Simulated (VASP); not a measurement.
# NaH in VASP: one cell, several levels of theory

Aim: gap, levels, forces and stress of NaH built on the rocksalt prototype, under -0.3 % biaxial strain in x and y, z held at fixed geometry. Runs: PBE, r2SCAN.

The runs shown are made with VASP 6.6.1. PAW datasets, plane waves. The values are computed, spin-unpolarised, and not measurements.

## (1) The system as given

The cell comes from an earlier relaxation with r2SCAN in another program, then strained, with the atoms relaxed again.

It is tetragonal, I4/mmm (No. 139); conventional cell a = 3.380 Å, c = 4.795 Å, 13.70 Å³ an atom. Na has 6 H at 2.39–2.40 Å; H has 6 Na at 2.39–2.40 Å.

Coordinates:

```xyz
2
Lattice="0.0000 2.3901 2.3975 2.3901 0.0000 2.3975 2.3901 2.3901 0.0000" Properties=species:S:1:pos:R:3 pbc="T T T"
Na    0.0000    0.0000    0.0000
H     2.3901    2.3901    2.3975
```

## (2) PBE at this geometry

INCAR reads:

```
ENCUT = 520.000000
SIGMA = 0.020000
EDIFF = 1.00e-07
GGA = PE
PREC = Accurate
IBRION = -1
ISIF = 2
ISMEAR = -1
NBANDS = 11
NELM = 120
NSW = 0
LASPH = .TRUE.
LCHARG = .TRUE.
LELF = .TRUE.
LWAVE = .FALSE.
LREAL = .FALSE.
```

KPOINTS reads:

```
KPOINTS created by Atomic Simulation Environment
0
Gamma
10 10 10
0 0 0
```

KPOINTS_OPT reads:

```
special points
6
Reciprocal
0.0000000000 0.0000000000 0.0000000000 1
0.5000000000 0.0000000000 0.5000000000 1
0.6250000000 0.2500000000 0.6250000000 1
0.3750000000 0.3750000000 0.7500000000 1
0.5000000000 0.5000000000 0.5000000000 1
0.5000000000 0.2500000000 0.7500000000 1
```

POSCAR reads:

```
Na H
 1.0000000000000000
     0.0000000000000000    2.3900799992000001    2.3975122873000001
     2.3900799992000001    0.0000000000000000    2.3975122873000001
     2.3900799992000001    2.3900799992000001    0.0000000000000000
 Na  H
   1   1
Cartesian
  0.0000000000000000  0.0000000000000000  0.0000000000000000
  2.3900799991999997  2.3900799991999997  2.3975122872999997
```

Potentials: the recommended PBE PAW datasets, 8 valence electrons in the neutral cell.

On the command line:

```console
$ mpirun -np 1 vasp_std
```

## (3) r2SCAN

INCAR reads:

```
ENCUT = 520.000000
SIGMA = 0.010000
EDIFF = 1.00e-07
ALGO = Normal
METAGGA = R2SCAN
PREC = Accurate
IBRION = -1
ISIF = 2
ISMEAR = 0
NBANDS = 11
NELM = 120
NSW = 0
LASPH = .TRUE.
LCHARG = .TRUE.
LELF = .TRUE.
LWAVE = .FALSE.
LREAL = .FALSE.
```

KPOINTS is that of step 2.

KPOINTS_OPT is that of step 2.

POSCAR is that of step 2.

Q: Predict the outcome of this session. Wanted: for each run, gap; pressure.

The runs gave:

| level | gap (eV) | pressure (GPa) |
| --- | --- | --- |
| PBE | 3.81 | 0.69 |
| r2SCAN | 4.42 | -0.15 |

The gap runs from 3.81 eV (PBE) to 4.42 eV (r2SCAN). At this one volume the pressure spans -0.2 GPa (r2SCAN) to 0.7 GPa (PBE): PBE wants the largest cell and r2SCAN the smallest.
